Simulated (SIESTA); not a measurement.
SnO2 (Cassiterite):

```
Sn O
1.0
     4.73800    0.00000    0.00000
     0.00000    4.73800    0.00000
     0.00000    0.00000    3.18650
Sn O
2 4
Direct
  0.50000 0.50000 0.50000
  0.00000 0.00000 0.00000
  0.80710 0.19290 0.50000
  0.69290 0.69290 0.00000
  0.19290 0.80710 0.50000
  0.30710 0.30710 0.00000
```

Base run:

- Program: SIESTA 5.4.2
- Functional: RPBE
- Potentials or basis: PseudoDojo 0.4 standard (PBE files)
- Basis: DZP (energy shift 0.002 Ry)
- Grid cutoff: 800 Ry
- Energy shift: 0.002 Ry
- k mesh: 6 × 6 × 8
- Occupations: fermi-dirac, width 0.05 eV
- Spin: no spin polarisation

Its results: band gap on the k mesh 1.07 eV, direct; pressure 22.4 GPa; largest force 0.321 eV/Å.

Problem. The run is repeated on the same cell with these changes: functional from RPBE to xPBE. What comes out?

Solution. Band gap on the k mesh 1.00 eV, direct; pressure 21.2 GPa; largest force 0.316 eV/Å.

Caveats: semicore shells carry a single zeta, which can move pressures by several GPa and volumes by a few percent; so large a pressure means that the cell lies far from this level's equilibrium, or that cutoff or potentials fall short; the potentials were made for another functional, which shifts forces and pressure; spin-orbit coupling is left out, which moves the levels of the heavy elements; the basis of atomic orbitals isn't converged, which shifts pressures, moduli and gaps.
